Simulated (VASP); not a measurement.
# CuO (F-43m) in VASP: a series of runs, part 2 of 2

VASP 6.6.1.

## Step 3: Single point, r2SCAN+U, collinear spin, zero start

This run uses another cell than the first one: it holds 2 atoms, not 4.

INCAR

```
SYSTEM = CuO
ALGO = Normal
EDIFF = 1E-6
ENCUT = 520
ISIF = 2
ISMEAR = 0
ISPIN = 2
LASPH = .True.
LCHARG = .True.
LDAU = .True.
LDAUJ = 0 0
LDAUL = 2 -1
LDAUPRINT = 1
LDAUTYPE = 2
LDAUU = 8 0
LELF = .True.
LMAXMIX = 4
LMIXTAU = .True.
LORBIT = 11
LREAL = .False.
LVHAR = .True.
LWAVE = .False.
MAGMOM = 0 0
METAGGA = R2SCAN
NELM = 100
PREC = Accurate
SIGMA = 0.05
```

KPOINTS

```
k-points
0
Gamma
  7 7 7
  0 0 0
```

POSCAR

```
CuO
1.0
    0.0000000000      2.3272527300      2.3272527300
    2.3272527300      0.0000000000      2.3272527300
    2.3272527300      2.3272527300      0.0000000000
Cu O
1 1
Direct
    0.0000000000      0.0000000000      0.0000000000
    0.2500000000      0.2500000000      0.2500000000
```

Potentials or basis: VASP PAW PBE potentials, release 64 (Cu, O).

Run with:

```bash
> cat potpaw_PBE.64/Cu/POTCAR potpaw_PBE.64/O/POTCAR > POTCAR
> mpirun -np 1 vasp_std > vasp.out
```

It took 18 s on 1 thread of Intel Xeon 6975P-C (Granite Rapids), shared host; peak memory 0.16 GiB.

Results (log left out):

- Free energy: -15.0391 eV
- Pressure: -16.4 GPa
- Band gap on the k mesh: none (metal or under the smearing width)
- Net moment: 0.00 μB per cell
- Valence electrons inside the program's atomic spheres: Cu 9.98; O 4.89

Levels at points of the mesh, in eV from the Fermi level:
Spin up:
```
           k point  band 7  band 8  band 9  band 10  band 11  band 12
(0.00, 0.00, 0.00)    0.76    0.76    0.76     2.42    15.95    15.95
```
Spin down:
```tsv
k point	band 6	band 7	band 8	band 9	band 10	band 11	band 12
(0.00, 0.00, 0.00)	-3.09	0.76	0.76	0.76	2.42	15.95	15.95
```

Eigenvalues of the final occupation matrices:
| site | spin | trace | eigenvalues |
| --- | --- | --- | --- |
| site 1 d | 1 | 4.70 | 0.92 0.92 0.92 0.97 0.97 |
| site 1 d | 2 | 4.70 | 0.92 0.92 0.92 0.97 0.97 |

Caveat: the PAW data sets were made with another functional, which shifts forces and pressure a little.

## Step 4: Single point, r2SCAN+U, collinear spin, random start

This run uses another cell than the first one: it holds 2 atoms, not 4.

INCAR

```
  PREC = Accurate
  ENCUT = 520
  EDIFF = 1E-7
  ISMEAR = 0
  SIGMA = 0.05
  LREAL = False
  LASPH = True
  NELM = 60
  ALGO = Normal
  ISIF = 2
  LWAVE = False
  LCHARG = False
  ISPIN = 2
  MAGMOM = -0.48 0
  LORBIT = 11
  LMAXMIX = 4
  LDAU = True
  LDAUTYPE = 2
  LDAUL = 2 -1
  LDAUU = 8 0
  LDAUJ = 0 0
  LDAUPRINT = 1
  METAGGA = R2SCAN
  LMIXTAU = True
```

KPOINTS

```
Automatic mesh
0
Gamma
  7 7 7
```

POSCAR is that of step 3.

Run with:

```bash
> cat potpaw_PBE.64/Cu/POTCAR potpaw_PBE.64/O/POTCAR > POTCAR
> mpirun -np 1 vasp_std > vasp.out
```

Run time: 20 s. Hardware: 1 thread of Intel Xeon 6975P-C (Granite Rapids), shared host; peak memory 0.16 GiB.

The run converged. Its results:

- Free energy: -15.1998 eV
- Pressure: -14.9 GPa
- Band gap on the k mesh: none (metal or under the smearing width)
- Net moment: -1.00 μB per cell
- Site moments: Cu -0.47; O -0.50 μB
- Valence electrons inside the program's atomic spheres: Cu 9.96; O 4.90

Levels at points of the mesh, in eV from the Fermi level:
Spin up:
```tsv
k point	band 5	band 6	band 7	band 8	band 9	band 10
(0.00, 0.00, 0.00)	-3.35	-3.35	1.32	1.32	1.32	2.18
```
Spin down:
```
           k point  band 7  band 8  band 9  band 10  band 11  band 12
(0.00, 0.00, 0.00)   -0.42   -0.42   -0.42     1.95    15.56    15.56
```

Eigenvalues of the final occupation matrices:
| site | spin | trace | eigenvalues |
| --- | --- | --- | --- |
| site 1 d | 1 | 4.45 | 0.84 0.84 0.84 0.96 0.96 |
| site 1 d | 2 | 4.93 | 0.98 0.98 0.99 0.99 0.99 |

Caveat: the PAW data sets were made with another functional, which shifts forces and pressure a little; a cell with one magnetic atom can't hold antiferromagnetic order, which such compounds often take. The state reached can hang on the start; a lower one may exist.

## Step 5: Single point, r2SCAN+U, collinear spin, ferromagnetic start

This run uses another cell than the first one: it holds 2 atoms, not 4.

INCAR

```
ALGO = Normal
EDIFF = 1E-6
ENCUT = 520
ISIF = 2
ISMEAR = 0
ISPIN = 2
LASPH = T
LCHARG = T
LDAU = T
LDAUJ = 0 0
LDAUL = 2 -1
LDAUPRINT = 1
LDAUTYPE = 2
LDAUU = 8 0
LELF = T
LMAXMIX = 4
LMIXTAU = T
LORBIT = 11
LREAL = F
LVHAR = T
LWAVE = F
MAGMOM = 0.6 0
METAGGA = R2SCAN
NBANDS = 20
NELM = 60
NUPDOWN = 0
PREC = Accurate
SIGMA = 0.05
```

KPOINTS

```
k-points
0
Gamma
  7 7 7
```

POSCAR is that of step 4.

Run with:

```bash
> cat potpaw_PBE.64/Cu/POTCAR potpaw_PBE.64/O/POTCAR > POTCAR
> mpirun -np 1 vasp_std > vasp.out
```

Wall time 24 s (1 thread of Intel Xeon 6975P-C (Granite Rapids), shared host); peak memory 0.16 GiB.

Results (log left out):

```yaml
Free_energy: -15.0391 eV
Pressure: -16.5 GPa
Net_moment: 0.00 μB per cell
Valence_electrons_inside_the_program's_atomic_spheres: Cu 9.98; O 4.89
```

Eigenvalues of the final occupation matrices:
| site | spin | trace | eigenvalues |
| --- | --- | --- | --- |
| site 1 d | 1 | 4.70 | 0.92 0.92 0.92 0.97 0.97 |
| site 1 d | 2 | 4.70 | 0.92 0.92 0.92 0.97 0.97 |

Caveat: the PAW data sets were made with another functional, which shifts forces and pressure a little; the total moment is fixed, so each spin has its own Fermi level.

## Step 6: Single point, r2SCAN+U, collinear spin, ferromagnetic start

This run uses another cell than the first one: it holds 2 atoms, not 4.

INCAR

```
SYSTEM = CuO
PREC = Accurate ; ENCUT = 520
EDIFF = 1E-6 ; ISMEAR = 0
SIGMA = 0.05 ; LREAL = .FALSE.
LASPH = .TRUE. ; NELM = 60
ALGO = Normal ; ISIF = 2
LWAVE = .FALSE. ; LCHARG = .TRUE.
ISPIN = 2 ; MAGMOM = 0.6 0
LORBIT = 11 ; LMAXMIX = 4
LDAU = .TRUE. ; LDAUTYPE = 2
LDAUL = 2 -1 ; LDAUU = 6 0
LDAUJ = 0 0 ; LDAUPRINT = 1
METAGGA = R2SCAN ; LMIXTAU = .TRUE.
LELF = .TRUE. ; LVHAR = .TRUE.
```

KPOINTS

```
regular mesh
0
G
  7 7 7
  0 0 0
```

POSCAR is that of step 5.

Potentials or basis: VASP PAW PBE potentials, release 64 (Cu, O).

Run with:

```bash
> cat potpaw_PBE.64/Cu/POTCAR potpaw_PBE.64/O/POTCAR > POTCAR
> mpirun -np 1 vasp_std > vasp.out
```

Run time: 18 s. Hardware: 1 thread of Intel Xeon 6975P-C (Granite Rapids), shared host; peak memory 0.16 GiB.

Results (log left out):

```
Free energy                                           : -15.7731 eV
Pressure                                              : -14.5 GPa
Band gap on the k mesh                                : none (metal or under the smearing width)
Net moment                                            : 1.00 μB per cell
Site moments                                          : Cu +0.51; O +0.46 μB
Valence electrons inside the program's atomic spheres : Cu 9.91; O 4.91
```

Levels at points of the mesh, in eV from the Fermi level:
Spin up:
| k point | band 5 | band 6 | band 7 | band 8 | band 9 | band 10 | band 11 | band 12 |
| --- | --- | --- | --- | --- | --- | --- | --- | --- |
| (0.00, 0.00, 0.00) | -3.50 | -3.50 | -0.36 | -0.36 | -0.36 | 1.69 | 15.25 | 15.25 |
Spin down:
```csv
k point,band 4,band 5,band 6,band 7,band 8,band 9,band 10,band 11
"(0.00, 0.00, 0.00)",-4.19,-3.01,-3.01,1.30,1.30,1.30,1.91,15.28
```

Eigenvalues of the final occupation matrices:
| site | spin | trace | eigenvalues |
| --- | --- | --- | --- |
| site 1 d | 1 | 4.91 | 0.98 0.98 0.99 0.99 0.99 |
| site 1 d | 2 | 4.39 | 0.82 0.82 0.82 0.96 0.96 |

Caveat: the PAW data sets were made with another functional, which shifts forces and pressure a little; a cell with one magnetic atom can't hold antiferromagnetic order, which such compounds often take.

## Step 7: The reference run

An earlier run on the cell as given: functional PBE; potentials or basis VASP PAW PBE potentials, release 64 (Cu, O); cutoff 520 eV; k mesh 10 × 10 × 10; occupations fermi-dirac, width 0.05 eV; no spin polarisation.

* Pressure: -9.1 GPa
* Band gap on the k mesh: none (metal or under the smearing width)

## Step 8: Summary

```csv
level,spin,U,fixed moment (μB),k mesh,smearing,gap on the mesh (eV),pressure (GPa),moment (μB)
r2SCAN+U,"collinear, zero start",Cu d U = 8 eV,-,7 × 7 × 7,gaussian 0.05 eV,none,-16.4,0.00
r2SCAN+U,"collinear, random start",Cu d U = 8 eV,-,7 × 7 × 7,gaussian 0.05 eV,none,-14.9,1.00
r2SCAN+U,"collinear, ferromagnetic start",Cu d U = 8 eV,0,7 × 7 × 7,gaussian 0.05 eV,-,-16.5,0.00
r2SCAN+U,"collinear, ferromagnetic start",Cu d U = 6 eV,-,7 × 7 × 7,gaussian 0.05 eV,none,-14.5,1.00
PBE,off,-,-,10 × 10 × 10,fermi-dirac 0.05 eV,none,-9.1,-
```

Alike in all rows: task single point; potentials or basis VASP PAW PBE potentials, release 64 (Cu, O); cell as given; cutoff (eV) 520.

Every run on the cell as given and a fine mesh finds a metal. The pressure there spans -16.5 GPa (r2SCAN+U) to -9.1 GPa (PBE); a positive pressure means that this level wants a larger cell, a negative one a smaller.

Caveats: the PAW data sets were made with another functional, which shifts forces and pressure a little (some runs); a cell with one magnetic atom can't hold antiferromagnetic order, which such compounds often take (some runs); the total moment is fixed, so each spin has its own Fermi level (some runs); an odd number of electrons without spin polarisation forces a metal (some runs); a magnetic or distorted state may lie lower (some runs); semilocal functionals often make such compounds metallic where correlation or magnetic order opens a gap, which also shifts bond lengths (some runs).

Absolute energies hang on the potentials; compare differences alone.
